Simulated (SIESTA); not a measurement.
**SnTe under changes of volume**

One of the cells (31.281 Å³/atom); the others are scaled copies at fixed shape and fractional positions:

```
Te Sn
1.0
     0.00000    3.15085    3.15085
     3.15085    0.00000    3.15085
     3.15085    3.15085    0.00000
Te Sn
1 1
Direct
  0.50000 0.50000 0.50000
  0.00000 0.00000 0.00000
```

```yaml
Program: SIESTA 5.4.2
Functional: LDA
Potentials_or_basis: PseudoDojo 0.4 standard (LDA files)
Basis: DZP (energy shift 0.003 Ry; two zetas on semicore shells)
Grid_cutoff: 500 Ry
Energy_shift: 0.003 Ry
k_mesh: 7 × 7 × 7
Occupations: fermi-dirac, width 0.05 eV
Spin: no spin polarisation
```

| volume (Å³/atom) | energy over the lowest point (meV/atom) | pressure (GPa) |
| --- | --- | --- |
| 29.404 | 9.67 | 2.5 |
| 30.030 | 2.47 | 1.2 |
| 30.656 | 0.00 | 0.1 |
| 31.281 | 1.71 | -0.9 |
| 31.907 | 7.12 | -1.8 |
| 32.532 | ? | ? |
| 33.158 | 27.23 | -3.3 |

Question: What does the run at 32.532 Å³/atom give?

Answer: Energy over the lowest point 15.77 meV/atom; pressure -2.6 GPa.

Worked out: A Birch-Murnaghan fit of order 3 (a polynomial in V^(-2/3)) to the other rows has its minimum at 30.70 Å³/atom with B0 = V·E''(V) = 52 GPa and B' = 5.2. It gives 15.74 meV/atom at 32.532 Å³/atom, against the run's 15.77, and -dE/dV = -2.6 GPa, against -2.6.

Energies are extrapolated to zero smearing.

Caveats: the basis of atomic orbitals isn't converged, which shifts pressures, moduli and gaps.
